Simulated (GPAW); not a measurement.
# CoSi2 (Fm-3m) in GPAW: a series of runs, part 2 of 2

GPAW 26.7.0. The steps go on from the part before.

## (3) Single point, r2SCAN, collinear spin, ferromagnetic start

The input, run.py:

```python
from ase.dft.bandgap import bandgap
from ase.io import write
from ase.spacegroup import crystal
from ase.units import GPa
from gpaw import GPAW, PW

# Co 4a
# Si 8c
atoms = crystal(['Co', 'Si'],
                basis=[[0.0, 0.0, 0.0],
                       [0.25, 0.25, 0.75]],
                spacegroup=225, setting=1,  # Fm-3m
                cellpar=[5.356, 5.356, 5.356, 90.0, 90.0, 90.0],
                primitive_cell=True)
atoms.set_initial_magnetic_moments([3.0, 0.0, 0.0])

calc = GPAW(mode=PW(500),
            xc='MGGA_X_R2SCAN+MGGA_C_R2SCAN',
            kpts={'size': (7, 7, 7), 'gamma': True},
            occupations={'name': 'fermi-dirac', 'width': 0.05},
            nbands=20,
            maxiter=120,
            txt='gpaw.txt')
atoms.calc = calc
energy = atoms.get_potential_energy()
forces = atoms.get_forces()
stress = atoms.get_stress()
calc.write('gs.gpw')
write('result.traj', atoms)
print(f'Energy: {energy:.6f} eV')
print('Forces (eV/A):')
print(forces.round(4))
print('Stress (GPa):', (stress / GPa).round(3))
print('Moments:', calc.get_magnetic_moments().round(3))
print('Fermi level:', round(calc.get_fermi_level(), 4), 'eV')
print(f'Gap: {bandgap(calc)[0]:.4f} eV, direct: {bandgap(calc, direct=True)[0]:.4f} eV')
```

Potentials or basis: GPAW PAW data sets (gpaw-data 1.2.1), pw.

The run is started by

```
$ OMP_NUM_THREADS=1 python run.py
```

gpaw.txt:

```text
__  _  _
 | _ |_)|_||  |
 |__||  | ||/\| - 26.7.0

Input parameters:
  mode=PW(ecut=500.0),
  kpts=MonkhorstPack(size=(7, 7, 7), gamma=True),
  maxiter=120,
  nbands=20,
  occupations=Occupations(name='fermi-dirac', width=0.05),
  xc=XC(name='MGGA_X_R2SCAN+MGGA_C_R2SCAN')

Diagonalizing LCAO Hamiltonian
Converting LCAO to pw mode

                    Si

           Si

       Co

Atoms  # Å, Bohr magnetons
|   | symbol |        x |        y |        z |    initial magnetic moments |
|---|--------|----------|----------|----------|-----------------------------|
| 0 |     Co | 0.000000 | 0.000000 | 0.000000 | ( 0.0000,  0.0000,  3.0000) |
| 1 |     Si | 4.017000 | 4.017000 | 4.017000 | ( 0.0000,  0.0000,  0.0000) |
| 2 |     Si | 1.339000 | 1.339000 | 1.339000 | ( 0.0000,  0.0000,  0.0000) |

Unit cell  # Å
| periodic |        x |        y |        z |  lengths |    angles |
|----------|----------|----------|----------|----------|-----------|
|      yes | 0.000000 | 2.678000 | 2.678000 | 3.787264 | 60.000000 |
|      yes | 2.678000 | 0.000000 | 2.678000 | 3.787264 | 60.000000 |
|      yes | 2.678000 | 2.678000 | 0.000000 | 3.787264 | 60.000000 |

Number of symmetries: 48
Symmetry operations  # r_c * U_cc + t_c -> r_c
|    | kind |            matrix            |
|----|------|------------------------------|
|  0 |  σ   |  1, 0, 0,  1, 0,-1,  1,-1, 0 |
|  1 |  C2  |  1, 0, 0,  1,-1, 0,  1, 0,-1 |
|  2 |  E   |  1, 0, 0,  0, 1, 0,  0, 0, 1 |
|  3 |  σ   |  1, 0, 0,  0, 0, 1,  0, 1, 0 |
|  4 |  C4  |  1, 0,-1,  1, 0, 0,  1,-1, 0 |
|  5 |  S6  |  1, 0,-1,  1,-1, 0,  1, 0, 0 |
|  6 |  σ   |  1, 0,-1,  0, 1,-1,  0, 0,-1 |
|  7 |  C3  |  1, 0,-1,  0, 0,-1,  0, 1,-1 |
|  8 |  S6  |  1,-1, 0,  1, 0, 0,  1, 0,-1 |
|  9 |  C4  |  1,-1, 0,  1, 0,-1,  1, 0, 0 |
| 10 |  C3  |  1,-1, 0,  0,-1, 1,  0,-1, 0 |
| 11 |  σ   |  1,-1, 0,  0,-1, 0,  0,-1, 1 |
| 12 |  σ   |  0, 1, 0,  1, 0, 0,  0, 0, 1 |
| 13 |  C4  |  0, 1, 0,  0, 1,-1, -1, 1, 0 |
| 14 |  C3  |  0, 1, 0,  0, 0, 1,  1, 0, 0 |
| 15 |  S6  |  0, 1, 0, -1, 1, 0,  0, 1,-1 |
| 16 |  C2  |  0, 1,-1,  1, 0,-1,  0, 0,-1 |
| 17 |  σ   |  0, 1,-1,  0, 1, 0, -1, 1, 0 |
| 18 |  S4  |  0, 1,-1,  0, 0,-1,  1, 0,-1 |
| 19 |  C4  |  0, 1,-1, -1, 1, 0,  0, 1, 0 |
| 20 |  C3  |  0, 0, 1,  1, 0, 0,  0, 1, 0 |
| 21 |  σ   |  0, 0, 1,  0, 1, 0,  1, 0, 0 |
| 22 |  S6  |  0, 0, 1,  0,-1, 1, -1, 0, 1 |
| 23 |  C4  |  0, 0, 1, -1, 0, 1,  0,-1, 1 |
| 24 |  S4  |  0, 0,-1,  1, 0,-1,  0, 1,-1 |
| 25 |  C3  |  0, 0,-1,  0, 1,-1,  1, 0,-1 |
| 26 |  C2  |  0, 0,-1,  0,-1, 0, -1, 0, 0 |
| 27 |  S6  |  0, 0,-1, -1, 0, 0,  0,-1, 0 |
| 28 |  S4  |  0,-1, 1,  1,-1, 0,  0,-1, 0 |
| 29 |  C4  |  0,-1, 1,  0, 0, 1, -1, 0, 1 |
| 30 |  C2  |  0,-1, 1,  0,-1, 0,  1,-1, 0 |
| 31 |  σ   |  0,-1, 1, -1, 0, 1,  0, 0, 1 |
| 32 |  C3  |  0,-1, 0,  1,-1, 0,  0,-1, 1 |
| 33 |  S6  |  0,-1, 0,  0, 0,-1, -1, 0, 0 |
| 34 |  S4  |  0,-1, 0,  0,-1, 1,  1,-1, 0 |
| 35 |  C2  |  0,-1, 0, -1, 0, 0,  0, 0,-1 |
| 36 |  C2  | -1, 1, 0,  0, 1, 0,  0, 1,-1 |
| 37 |  S6  | -1, 1, 0,  0, 1,-1,  0, 1, 0 |
| 38 |  S4  | -1, 1, 0, -1, 0, 1, -1, 0, 0 |
| 39 |  C3  | -1, 1, 0, -1, 0, 0, -1, 0, 1 |
| 40 |  S6  | -1, 0, 1,  0, 0, 1,  0,-1, 1 |
| 41 |  C2  | -1, 0, 1,  0,-1, 1,  0, 0, 1 |
| 42 |  C3  | -1, 0, 1, -1, 1, 0, -1, 0, 0 |
| 43 |  S4  | -1, 0, 1, -1, 0, 0, -1, 1, 0 |
| 44 |  C2  | -1, 0, 0,  0, 0,-1,  0,-1, 0 |
| 45 |  i   | -1, 0, 0,  0,-1, 0,  0, 0,-1 |
| 46 |  σ   | -1, 0, 0, -1, 1, 0, -1, 0, 1 |
| 47 |  C2  | -1, 0, 0, -1, 0, 1, -1, 1, 0 |

BZ-sampling:
  Number of BZ points: 343
  Number of IBZ points: 20

  Monkhorst-Pack size: [7, 7, 7]
  Monkhorst-Pack shift: [0, 0, 0]

K-points  # in reciprocal-cell coordinates
|     |                                coordinates |     weight |
|-----|--------------------------------------------|------------|
|   0 | (  0.00000000,   0.00000000,   0.00000000) | 0.00291545 |
|   1 | (  0.14285714,   0.14285714,   0.00000000) | 0.01749271 |
|   2 | (  0.14285714,   0.14285714,   0.14285714) | 0.02332362 |
|   3 | (  0.28571429,   0.14285714,   0.14285714) | 0.03498542 |
|   4 | (  0.28571429,   0.28571429,   0.00000000) | 0.01749271 |
|   5 | (  0.28571429,   0.28571429,   0.14285714) | 0.06997085 |
|   6 | (  0.28571429,   0.28571429,   0.28571429) | 0.02332362 |
|   7 | (  0.42857143,  -0.28571429,  -0.28571429) | 0.03498542 |
|   8 | (  0.42857143,   0.28571429,  -0.42857143) | 0.13994169 |
|   9 | (  0.42857143,   0.28571429,  -0.28571429) | 0.06997085 |
| ... |                                            |            |
|  19 | (  0.42857143,   0.42857143,   0.42857143) | 0.02332362 |

Plane wave coefficients: 990
Cutoff: 500.0 eV

Spin-components: 2 (collinear spins)
Bands:           20
Projectors:      16
Spin-degeneracy: 1
Datatype:        complex128

Parallelization:
  kpt:    1
  domain: 1
  band:   1

Density:
  Valence electrons: 17.0
  Components: 2
  Grid points: [20 20 20]
  Charge: 0.0  # |e|

Potential:
  Grid points: [20 20 20]

species:
  Co:
    name:    Cobalt
    Z:       27.0
    valence: 9
    core:    18
    charge:  0.0  # [|e|]
    compensation charges:
      type: gauss
      rc: 0.32  # [Å]
      lmax: 2
    cutoffs:
      filter: 1.87  # [Å]
      core: 2.55  # [Å]
    projectors
    | kind |    occ | energy [eV] | rcut [Å] |
    |------|--------|-------------|----------|
    |   4s |  2.000 |      -5.469 |    1.005 |
    |   4p |  0.000 |      -1.277 |    1.058 |
    |   3d |  7.000 |      -8.205 |    1.005 |
    |    s |        |      21.742 |    1.005 |
    |    p |        |      25.934 |    1.058 |
    |    d |        |      19.007 |    1.005 |

    Using partial waves for Co as LCAO basis

  Si:
    name:    Silicon
    Z:       14.0
    valence: 4
    core:    10
    charge:  0.0  # [|e|]
    compensation charges:
      type: gauss
      rc: 0.33  # [Å]
      lmax: 2
    cutoffs:
      filter: 1.86  # [Å]
      core: 2.06  # [Å]
    projectors
    | kind |    occ | energy [eV] | rcut [Å] |
    |------|--------|-------------|----------|
    |   3s |  2.000 |     -10.812 |    1.058 |
    |   3p |  2.000 |      -4.081 |    1.058 |
    |    s |        |      16.399 |    1.058 |
    |    p |        |      23.130 |    1.058 |
    |    d |        |       0.000 |    1.058 |

    Using partial waves for Si as LCAO basis

Reference energy: -53675.398406  # eV

eigensolver:
  PPCG
  Converge bands: occupied
  niter=2

density mixing:
  MSR1-Mixer
  Pratt-step length: 0.05
  Maximum mixing coefficient: 0.75
  Old densities: 10
  SVD Regularization: 0.005
  Good broyden scale: 1.0
  Trust region scale: 1.0
  Backstep threshold: 4.0
  History deletion threshold: 6.0
  Fourier metric: weight=20.0, sigma=0.015

occupation numbers:
  Fermi-Dirac:
    width: 0.0500  # eV

poisson solver:
  ecut: 4000.0  # eV

xc functional:
  name: MGGA_X_R2SCAN+MGGA_C_R2SCAN with 2 nearest neighbor stencil

convergence criteria:
- Maximum [total energy] change in last 3 cyles: 0.0005 eV / valence electron
- Maximum integral of absolute [dens]ity change: 0.0001 electrons / valence electron
- Maximum integral of absolute [eigenst]ate change: 4e-08 eV^2 / valence electron
maximum number of iterations: 120

SCF iterations
|iter     | |      energy | eigst |  dens |  magmom |
|---------|-|-------------|-------|-------|---------|
|iter:   1| |  -31.343434 | +0.63 |       |  +3.0066|
|iter:   2| |  -30.559551 | -1.19 | -0.57 |  +2.8853|
|iter:   3| |  -31.432300 | -1.99 | -0.62 |  +1.8815|
|iter:   4| |  -32.150705 | -1.27 | -0.79 |  +0.5862|
|iter:   5| |  -31.966188 | -1.93 | -1.04 |  -0.0405|
|iter:   6| |  -32.040221 | -3.01 | -1.36 |  -0.1228|
|iter:   7| |  -32.061420 | -2.90 | -1.54 |  -0.0497|
|iter:   8| |  -32.062062 | -4.38 | -2.31 |  -0.0250|
|iter:   9| |  -32.062236c| -5.56 | -2.73 |  -0.0060|
|iter:  10| |  -32.062245c| -6.12 | -3.22 |  -0.0010|
|iter:  11| |  -32.062246c| -7.32 | -3.91 |  -0.0002|
|iter:  12| |  -32.062246c| -8.12c| -4.54c|  -0.0000|

Converged in 12 steps
Energy contributions relative to reference atoms: (reference = -53675.398406)

Energy contributions:
  Kinetic:          15.232271
  Coulomb:          -9.919924
  Zero:              0.066386
  External:          0.000000
  Xc:              -37.437005
  Entropy:          -0.007947
  Spinorbit:         0.000000
  ----------------------------
  Free energy:     -32.066219
  Extrapolated:    -32.062246

dipole moment: (-14.461084, -14.461084, -14.461084)  # |e|*Ang

Total magnetic moment: (0.000000, 0.000000, -0.000046)

Local magnetic moments
|        x |        y |         z |
|----------|----------|-----------|
| 0.000000 | 0.000000 | -0.000039 |  # Co   0
| 0.000000 | 0.000000 | -0.000015 |  # Si   1
| 0.000000 | 0.000000 | -0.000015 |  # Si   2

Fermi level: 9.601
Eigenvalues  # (at kpt = [0.000, 0.000, 0.000])
| band index |      eig [eV] | occ [0-1] |      eig [eV] | occ [0-1] |
|------------|---------------|-----------|---------------|-----------|
|          0 |        -4.256 |     1.000 |        -4.256 |     1.000 |
|          1 |         5.303 |     1.000 |         5.303 |     1.000 |
|          2 |         5.303 |     1.000 |         5.303 |     1.000 |
|          3 |         5.303 |     1.000 |         5.303 |     1.000 |
|          4 |         7.529 |     1.000 |         7.529 |     1.000 |
|          5 |         7.529 |     1.000 |         7.529 |     1.000 |
|          6 |        10.786 |     0.000 |        10.786 |     0.000 |
|          7 |        13.127 |     0.000 |        13.127 |     0.000 |
|          8 |        13.127 |     0.000 |        13.127 |     0.000 |
|          9 |        13.127 |     0.000 |        13.127 |     0.000 |
|         10 |        13.225 |     0.000 |        13.225 |     0.000 |
|         11 |        13.225 |     0.000 |        13.225 |     0.000 |
|         12 |        13.225 |     0.000 |        13.225 |     0.000 |
|         13 |        15.705 |     0.000 |        15.705 |     0.000 |
|        ... |               |           |               |           |
|         19 |        25.660 |     0.000 |        25.660 |     0.000 |

No gap
No difference between direct/indirect transitions

Forces  # eV/Ang
|        x |        y |        z |
|----------|----------|----------|
| -0.00000 |  0.00000 |  0.00000 |  # Co   0
|  0.00000 |  0.00000 | -0.00000 |  # Si   1
| -0.00000 | -0.00000 | -0.00000 |  # Si   2

Stress tensor  # eV/Ang^3
|         x |        y |         z |
|-----------|----------|-----------|
|  0.030394 | 0.000000 | -0.000000 |
|  0.000000 | 0.030394 |  0.000000 |
| -0.000000 | 0.000000 |  0.030394 |

# Writing to gs.gpw (mode='')
```

Wall time 42 s (1 thread of Arm Neoverse V2, shared host); peak memory 0.26 GiB.

Results:

| Item | Value |
| --- | --- |
| Free energy | -32.0662 eV |
| Pressure | -4.9 GPa |
| Band gap on the k mesh | none (metal or under the smearing width) |
| Net moment | 0.00 μB per cell |

Caveat: the cutoff is short for stress and forces, so pressures can be off by a GPa or more; the starting moments collapsed, and a magnetic state may lie lower; the PAW data sets were made with another functional, which shifts forces and pressure a little.

## (4) Single point, PBE, collinear spin, ferromagnetic start

Edit run.py of step 3 so:

```diff
@@ -17,3 +17,3 @@
 calc = GPAW(mode=PW(500),
-            xc='MGGA_X_R2SCAN+MGGA_C_R2SCAN',
+            xc='PBE',
             kpts={'size': (7, 7, 7), 'gamma': True},
```

The run is started by

```
$ OMP_NUM_THREADS=1 python run.py
```

It took 9.9 s on 1 thread of Intel Xeon 6975P-C (Granite Rapids), shared host; peak memory 0.16 GiB.

It converged, with:

- Free energy: -20.3692 eV
- Pressure: -0.4 GPa
- Band gap on the k mesh: none (metal or under the smearing width)
- Net moment: 0.00 μB per cell

Levels at points of the mesh, in eV from the Fermi level:
Spin up:
```tsv
k point	band 5	band 6	band 7	band 8	band 9	band 10	band 11	band 12	band 13	band 14
(0.00, 0.00, 0.00)	-1.94	-1.94	0.74	3.39	3.39	3.39	3.42	3.42	3.42	5.65
```
Spin down:
```tsv
k point	band 7	band 8	band 9	band 10	band 11	band 12
(0.00, 0.00, 0.00)	0.74	3.39	3.39	3.39	3.42	3.42
```

Caveat: the cutoff is short for stress and forces, so pressures can be off by a GPa or more; the starting moments collapsed, and a magnetic state may lie lower.

## (5) Single point, LDA, collinear spin, ferromagnetic start

Edit run.py of step 4 so:

```diff
@@ -1,4 +1,3 @@
 from ase.dft.bandgap import bandgap
-from ase.io import write
-from ase.spacegroup import crystal
+from ase.io import read, write
 from ase.units import GPa
@@ -6,14 +5,7 @@
 
-# Co 4a
-# Si 8c
-atoms = crystal(['Co', 'Si'],
-                basis=[[0.0, 0.0, 0.0],
-                       [0.25, 0.25, 0.75]],
-                spacegroup=225, setting=1,  # Fm-3m
-                cellpar=[5.356, 5.356, 5.356, 90.0, 90.0, 90.0],
-                primitive_cell=True)
+atoms = read('POSCAR')
 atoms.set_initial_magnetic_moments([3.0, 0.0, 0.0])
 
-calc = GPAW(mode=PW(500),
-            xc='PBE',
+calc = GPAW(mode=PW(400),
+            xc='LDA',
             kpts={'size': (7, 7, 7), 'gamma': True},
```

The input, POSCAR:

```
CoSi2
1.0
    0.0000000000      2.6780000000      2.6780000000
    2.6780000000      0.0000000000      2.6780000000
    2.6780000000      2.6780000000      0.0000000000
Co Si
1 2
Direct
    0.0000000000      0.0000000000      0.0000000000
    0.7500000000      0.7500000000      0.7500000000
    0.2500000000      0.2500000000      0.2500000000
```

Potentials or basis: the program's PAW data sets (release 1.2.1) made for this functional, pw.

The run is started by

```
$ OMP_NUM_THREADS=1 python run.py
```

gpaw.txt:

```text
__  _  _
 | _ |_)|_||  |
 |__||  | ||/\| - 26.7.0

Input parameters:
  mode=PW(ecut=400.0),
  kpts=MonkhorstPack(size=(7, 7, 7), gamma=True),
  maxiter=120,
  nbands=20,
  occupations=Occupations(name='fermi-dirac', width=0.05),
  xc=XC(name='LDA')

Diagonalizing LCAO Hamiltonian
Converting LCAO to pw mode

                    Si

           Si

       Co

Atoms  # Å, Bohr magnetons
|   | symbol |        x |        y |        z |    initial magnetic moments |
|---|--------|----------|----------|----------|-----------------------------|
| 0 |     Co | 0.000000 | 0.000000 | 0.000000 | ( 0.0000,  0.0000,  3.0000) |
| 1 |     Si | 4.017000 | 4.017000 | 4.017000 | ( 0.0000,  0.0000,  0.0000) |
[... 232 lines left out ...]
| 0.000000 | 0.000000 | -0.000025 |  # Si   2

Fermi level: 9.417
Eigenvalues  # (at kpt = [0.000, 0.000, 0.000])
| band index |      eig [eV] | occ [0-1] |      eig [eV] | occ [0-1] |
|------------|---------------|-----------|---------------|-----------|
|          0 |        -3.711 |     1.000 |        -3.711 |     1.000 |
|          1 |         5.294 |     1.000 |         5.294 |     1.000 |
|          2 |         5.294 |     1.000 |         5.294 |     1.000 |
|          3 |         5.294 |     1.000 |         5.294 |     1.000 |
|          4 |         7.482 |     1.000 |         7.482 |     1.000 |
|          5 |         7.482 |     1.000 |         7.482 |     1.000 |
|          6 |        10.068 |     0.000 |        10.068 |     0.000 |
|          7 |        12.824 |     0.000 |        12.824 |     0.000 |
|          8 |        12.824 |     0.000 |        12.824 |     0.000 |
|          9 |        12.824 |     0.000 |        12.824 |     0.000 |
|         10 |        12.847 |     0.000 |        12.847 |     0.000 |
|         11 |        12.847 |     0.000 |        12.847 |     0.000 |
|         12 |        12.847 |     0.000 |        12.847 |     0.000 |
|         13 |        15.051 |     0.000 |        15.051 |     0.000 |
|        ... |               |           |               |           |
|         19 |        24.076 |     0.000 |        24.076 |     0.000 |

No gap
No difference between direct/indirect transitions

Forces  # eV/Ang
|        x |        y |        z |
|----------|----------|----------|
|  0.00000 | -0.00000 | -0.00000 |  # Co   0
| -0.00000 | -0.00000 | -0.00000 |  # Si   1
|  0.00000 |  0.00000 |  0.00000 |  # Si   2

Stress tensor  # eV/Ang^3
|         x |         y |         z |
|-----------|-----------|-----------|
|  0.061028 |  0.000000 | -0.000000 |
|  0.000000 |  0.061028 | -0.000000 |
| -0.000000 | -0.000000 |  0.061028 |

# Writing to gs.gpw (mode='')
```

stdout:

```text
Energy: -22.819553 eV
Forces (eV/A):
[[ 0. -0. -0.]
 [-0. -0. -0.]
 [ 0.  0.  0.]]
Stress (GPa): [ 9.778  9.778  9.778 -0.    -0.     0.   ]
Moments: [-0. -0. -0.]
Fermi level: 9.4166 eV
Gap: 0.0000 eV, direct: 0.0000 eV
```

Run time: 20 s. Hardware: 1 thread of Intel Xeon Platinum 8259CL at 2.50GHz (Skylake/Cascade Lake), shared host; peak memory 0.15 GiB.

The run converged, but some of its settings lie outside the range that counts as converged, so its numbers aren't taken as properties of the crystal.

What came out:

```
Free energy            : -22.8238 eV
Pressure               : -9.8 GPa
Band gap on the k mesh : none (metal or under the smearing width)
Net moment             : 0.00 μB per cell
```

Caveat: the cutoff is short for stress and forces, so pressures can be off by a GPa or more; the starting moments collapsed, and a magnetic state may lie lower.
